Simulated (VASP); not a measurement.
Write the native input for VASP 6.6.1 that does the following.

```yaml
Task: single point
Functional: RPBE
Potentials_or_basis: VASP PAW PBE potentials, release 64 (Sn_d)
Cutoff: 520 eV
k_mesh: 13 × 13 × 13
Occupations: fermi-dirac, width 0.1 eV
Spin: no spin polarisation
Dipole_correction: no
Further_INCAR_settings: ALGO = Fast; EDIFF = 1e-06; NBANDS = 13
```

The structure of Sn lies in POSCAR:

```
Sn
1.0
   -1.9222643455      1.9222643455      1.9222643455
    1.9222643455     -1.9222643455      1.9222643455
    1.9222643455      1.9222643455     -1.9222643455
Sn
1
Direct
    0.0000000000      0.0000000000      0.0000000000
```

This isn't the form of Sn at room conditions, which is tetragonal (white tin).

These files were run (other wordings do the same):

INCAR

```
PREC     = Accurate       # precision mode
ENCUT    = 520            # plane-wave cutoff, eV
EDIFF    = 1E-6           # SCF threshold, eV
ISMEAR   = -1             # smearing method
SIGMA    = 0.1            # smearing width, eV
LREAL    = F              # projectors in reciprocal space
LASPH    = T              # aspherical terms in the spheres
NELM     = 60             # most SCF steps
ALGO     = Fast           # electronic algorithm
ISIF     = 2              # what is computed and relaxed
LWAVE    = F              # write WAVECAR
LCHARG   = T              # write CHGCAR
GGA      = RP             # functional
LELF     = T              # ELF
LVHAR    = T            
NBANDS   = 13             # bands
```

KPOINTS

```
regular mesh
0
Gamma
  13 13 13
```

Potentials or basis: VASP PAW PBE potentials, release 64 (Sn_d).

Run with:

```console
$ cat potpaw_PBE.64/Sn_d/POTCAR > POTCAR
$ mpirun -np 1 vasp_std > vasp.out
```

It gave:

```json
{"Pressure": "0.2 GPa", "Band gap on the k mesh": "none (metal or under the smearing width)"}
```

Caveat: the PAW data sets were made with another functional, which shifts forces and pressure a little.

Wall time 29 s on 1 thread of Intel(R) Xeon(R) Platinum 8375C CPU @ 2.90GHz (Ice Lake) (shared host), peak memory 0.16 GiB.
